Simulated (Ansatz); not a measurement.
MgS: reading a single point

```
Mg S
1.0
    -3.55743    3.55743    3.10693
     3.55743   -3.55743    3.10693
     3.55743    3.55743   -3.10693
Mg S
4 4
Direct
  0.75000 0.25000 0.50000
  0.25000 0.75000 0.50000
  0.25000 0.25000 0.00000
  0.75000 0.75000 0.00000
  0.67900 0.17900 0.85800
  0.17900 0.32100 0.50000
  0.32100 0.82100 0.14200
  0.82100 0.67900 0.50000
```

Single point in Ansatz 0.2.0 with PBE, no spin polarisation. Cutoff 420 eV, PAW datasets, 6×6×6 Γ-centred k mesh, methfessel-paxton filling (width 0.016 eV).

- Forces: The largest is on S5 (and as large on other atoms): 1.12 eV/Å, components (0.79, 0.79, 0.00). It makes 139° with the line to a nearest neighbour, Mg1 at 2.38 Å, pointing away from it.
- Electronic structure: The gap is 0.65 eV, direct at the points sampled. A semilocal functional usually gives too small a gap.
- Charges: Bader charges in e: Mg +1.63, S -1.63. In the mean Mg gives up most and S takes most.
- Band edges: Within 0.7 eV of the edges, the states project mainly on S p (96 %) below the gap and on Mg s (49 %), S p (32 %) and S s (13 %) above it.
- Formation energy: -0.97 eV an atom against the elements' usual phases (free molecules for gases, crystals otherwise, with no correction for O₂ or N₂), so it is bound against them; other compounds may still compete. Relaxing would lower it.

Origin: a known structure type with other elements, at an estimated volume, so it need not be a known compound.
